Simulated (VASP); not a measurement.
Set up this calculation in VASP 6.6.1, as the native input.

| Property | Result |
| --- | --- |
| Task | density of states |
| Functional | PBE |
| Dispersion | TS-HI |
| Potentials or basis | VASP PAW PBE potentials, release 64 (Ti_sv, Al) |
| Cutoff | 520 eV |
| k mesh | 10 × 10 × 10 |
| Occupations | gaussian, width 0.05 eV |
| Spin | collinear spin, random start |
| Starting moments | [0.05, 0.0] μB |
| k mesh for the DOS | 15 × 15 × 15 |
| Further INCAR settings | ALGO = Normal; EDIFF = 1e-07 |

The structure of TiAl lies in POSCAR:

```
Ti Al
 1.0000000000000000
     3.1790639999999999    0.0000000000000000    0.0000000000000000
     0.0000000000000000    3.1790639999999999    0.0000000000000000
     0.0000000000000000    0.0000000000000000    3.1790639999999999
 Ti  Al 
   1   1
Cartesian
  0.0000000000000000  0.0000000000000000  0.0000000000000000
  1.5895319999999999  1.5895319999999999  1.5895319999999999
```

The cell comes from a database or a generator and needn't be the stable form of this composition.

One way to write it, as run:

TiAl.cif

```cif
data_TiAl
_cell_length_a 3.17906400
_cell_length_b 3.17906400
_cell_length_c 3.17906400
_cell_angle_alpha 90.00000000
_cell_angle_beta 90.00000000
_cell_angle_gamma 90.00000000
_space_group_name_H-M_alt 'Pm-3m'
_space_group_name_Hall '-P 4 2 3'
_space_group_IT_number 221
loop_
_space_group_symop_operation_xyz
'x,y,z'
'-x,-y,-z'
'-y,x,z'
'y,-x,-z'
'-x,-y,z'
'x,y,-z'
'y,-x,z'
'-y,x,-z'
'x,-y,-z'
'-x,y,z'
'-y,-x,-z'
'y,x,z'
'-x,y,-z'
'x,-y,z'
'y,x,-z'
'-y,-x,z'
'z,x,y'
'-z,-x,-y'
'z,-y,x'
'-z,y,-x'
'z,-x,-y'
'-z,x,y'
'z,y,-x'
'-z,-y,x'
'-z,x,-y'
'z,-x,y'
'-z,-y,-x'
'z,y,x'
'-z,-x,y'
'z,x,-y'
'-z,y,x'
'z,-y,-x'
'y,z,x'
'-y,-z,-x'
'x,z,-y'
'-x,-z,y'
'-y,z,-x'
'y,-z,x'
'-x,z,y'
'x,-z,-y'
'-y,-z,x'
'y,z,-x'
'-x,-z,-y'
'x,z,y'
'y,-z,-x'
'-y,z,x'
'x,-z,y'
'-x,z,-y'
loop_
_atom_site_label
_atom_site_type_symbol
_atom_site_symmetry_multiplicity
_atom_site_Wyckoff_symbol
_atom_site_fract_x
_atom_site_fract_y
_atom_site_fract_z
_atom_site_occupancy
Ti1 Ti 1 a 0.0000000000 0.0000000000 0.0000000000 1
Al1 Al 1 b 0.5000000000 0.5000000000 0.5000000000 1
```

INCAR.step1

```
SYSTEM = TiAl
  PREC = Accurate
  ENCUT = 520
  EDIFF = 1E-7
  ISMEAR = 0
  SIGMA = 0.05
  LREAL = .FALSE.
  LASPH = .TRUE.
  NELM = 100
  ALGO = Normal
  ISIF = 2
  LWAVE = .FALSE.
  LCHARG = .TRUE.
  ISPIN = 2
  MAGMOM = 0.05 0
  LMAXMIX = 4
  GGA = PE
  IVDW = 21
  NELMIN = 4
```

KPOINTS.step1

```
Automatic mesh
0
G
  10 10 10
  0 0 0
```

INCAR.step2

```
SYSTEM = TiAl
  PREC = Accurate
  ENCUT = 520
  EDIFF = 1E-7
  ISMEAR = -5
  SIGMA = 0.05
  LREAL = .FALSE.
  LASPH = .TRUE.
  NELM = 100
  ALGO = Normal
  ISIF = 2
  LWAVE = .FALSE.
  LCHARG = .FALSE.
  ISPIN = 2
  MAGMOM = 0.05 0
  LORBIT = 10
  LMAXMIX = 4
  GGA = PE
  IVDW = 21
  NELMIN = 4
  NEDOS = 2001
  ICHARG = 11
```

KPOINTS.step2

```
Automatic mesh
0
G
  15 15 15
  0 0 0
```

Potentials or basis: VASP PAW PBE potentials, release 64 (Ti_sv, Al).

Command:

```bash
$ ase convert -i cif -o vasp TiAl.cif POSCAR
$ cat potpaw_PBE.64/Ti_sv/POTCAR potpaw_PBE.64/Al/POTCAR > POTCAR
$ cp INCAR.step1 INCAR
$ cp KPOINTS.step1 KPOINTS
$ mpirun -np 1 vasp_std > vasp.out
$ cp INCAR.step2 INCAR
$ cp KPOINTS.step2 KPOINTS
$ mpirun -np 1 vasp_std > vasp.out
```

Results of the run:

```
Net moment                                            : 0.00 μB per cell
Valence electrons inside the program's atomic spheres : Ti 10.28; Al 0.82
Hirshfeld charges                                     : Ti +0.15; Al -0.15 e
Dispersion energy per atom                            : -0.834 eV
```

Wall time 90 s on 1 thread of AMD EPYC 9R45 (Zen 5) (shared host), peak memory 0.17 GiB.
